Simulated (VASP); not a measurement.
Input of a VASP 6.6.1 run:

File POSCAR:

```
GaN
1.0
    2.6955546006      0.0000000000      0.0000000000
    0.0000000000      2.6955546006      0.0000000000
    0.0000000000      0.0000000000      2.6955546006
Ga N
1 1
Direct
    0.0000000000      0.0000000000      0.0000000000
    0.5000000000      0.5000000000      0.5000000000
```

Contents of INCAR.step1:

```
PREC = Accurate ; ENCUT = 520
ISMEAR = -1 ; SIGMA = 0.02
LREAL = False ; LASPH = True
NELM = 100 ; NBANDS = 16
GGA = PE ; ALGO = Normal
EDIFF = 1E-4 ; LWAVE = True
LCHARG = False
```

Contents of INCAR.step2:

```
PREC = Accurate ; ENCUT = 520
EDIFF = 1E-6 ; ISMEAR = -1
SIGMA = 0.02 ; LREAL = False
LASPH = True ; NELM = 100
ALGO = Normal ; ISIF = 2
LWAVE = False ; LCHARG = False
METAGGA = R2SCAN ; LMIXTAU = True
NBANDS = 16 ; ISTART = 1
```

Contents of KPOINTS:

```
Automatic mesh
0
Gamma
  6 6 6
```

Potentials or basis: VASP PAW PBE potentials, release 64 (Ga_d, N).

Launch:

```bash
$ cat potpaw_PBE.64/Ga_d/POTCAR potpaw_PBE.64/N/POTCAR > POTCAR
$ cp INCAR.step1 INCAR
$ mpirun -np 1 vasp_std > vasp.out
$ cp INCAR.step2 INCAR
$ mpirun -np 1 vasp_std > vasp.out
```

**Question.** What does it give for the pressure?

**Answer.** 1.0 GPa.

**Question.** Predict the band gap on the k mesh.

**Answer.** None (metal or under the smearing width).

Caveat: the k mesh is coarse (spacing up to 0.39 Å⁻¹), so the values aren't converged; the PAW data sets were made with another functional, which shifts forces and pressure a little.
